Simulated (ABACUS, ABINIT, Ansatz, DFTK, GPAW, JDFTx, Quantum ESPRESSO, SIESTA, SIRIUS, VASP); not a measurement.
**Sn: programs and potentials compared**

```xyz
2
Lattice="-2.9401 2.9401 1.5993 2.9401 -2.9401 1.5993 2.9401 2.9401 -1.5993" Properties=species:S:1:pos:R:3 pbc="T T T"
Sn    0.0000    0.0000    0.0000
Sn    0.0000    2.9401    0.7997
```

Alike in all runs: task single point; functional PBEsol; k mesh 9 × 9 × 9; occupations fermi-dirac, width 0.05 eV; no spin polarisation; no spin-orbit coupling. Pressure is positive in compression and, in plane waves, holds the error of the finite cutoff.

```tsv
program and potentials	plane-wave cutoff (eV)	notes	pressure (GPa)
DFTK, PseudoDojo SR PBEsol 0.4.1 standard (PBEsol)	980	-	-1.35
ABACUS, PseudoDojo NC SR 0.4.1 PBEsol standard, plane waves	993	-	-1.32
SIRIUS, PseudoDojo 0.4.1 PBEsol standard (scalar relativistic)	983	-	-1.35
Ansatz, all-electron LAPW, scalar-relativistic	-	-	-1.44
SIESTA, files PseudoDojo sr-pbesol-0.4.1-standard, DZP (energy shift 0.003 Ry; two zetas on semicore shells)	-	atomic basis	-0.58
Quantum ESPRESSO, GBRV 1.5 PBEsol	925	-	-1.71
VASP, PBE PAW files Sn_d, 520 eV	520	potentials made for PBE	-1.52
ABINIT, PseudoDojo NC SR PBEsol v0.4.1 standard	980	-	-1.35
GPAW, PAW data sets generated for this functional	600	-	?
JDFTx, PseudoDojo-SR-PBEsol-0.4.1-standard with smoothed tails	980	-	-1.35
```

Q: Estimate from the other rows what the run with GPAW, PAW data sets generated for this functional gave.

A: Pressure -1.70 GPa. The other rows, which needn't bracket it: pressure -1.71 to -0.58.
